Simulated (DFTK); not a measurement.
Si:

```
CELL_PARAMETERS angstrom
0.00000 2.72185 2.72185
2.72185 0.00000 2.72185
2.72185 2.72185 0.00000
ATOMIC_POSITIONS crystal
Si 0.50000 0.50000 0.50000
Si 0.75000 0.75000 0.75000
```

Base run:

| Property | Result |
| --- | --- |
| Program | DFTK 0.8.2 |
| Functional | r2SCAN |
| Potentials or basis | cp2k.nc.sr.pbe.v0_1.largecore.gth (PBE, GTH) |
| Cutoff | 735 eV |
| k mesh | 8 × 8 × 8 |
| Occupations | fermi-dirac, width 0.05 eV |
| Spin | no spin polarisation |

Its results: band gap on the k mesh 0.77 eV, indirect (least direct gap 2.72 eV).

Question: The run is repeated on the same cell with these changes: functional from r2SCAN to BJ06; potentials or basis from cp2k.nc.sr.pbe.v0_1.largecore.gth (PBE, GTH) to in-house norm-conserving set (r2SCAN, scalar relativistic); cutoff from 735 eV to 490 eV. What comes out?

Answer: Band gap on the k mesh 0.52 eV, indirect (least direct gap 2.70 eV).

Caveats: the program warned that the kinetic-energy density falls under its von Weizsäcker bound, which can give unphysical results; GTH potentials come without recommended cutoffs, and this one wasn't checked for convergence (some runs); the program leaves the constant c of mgga_x_tb09 at 1, so the potential is Becke-Johnson's (BJ06) and not Tran and Blaha's, with levels but no total energy (some runs).

A k mesh can miss the band edges.

Not every run made on this cell is shown here.
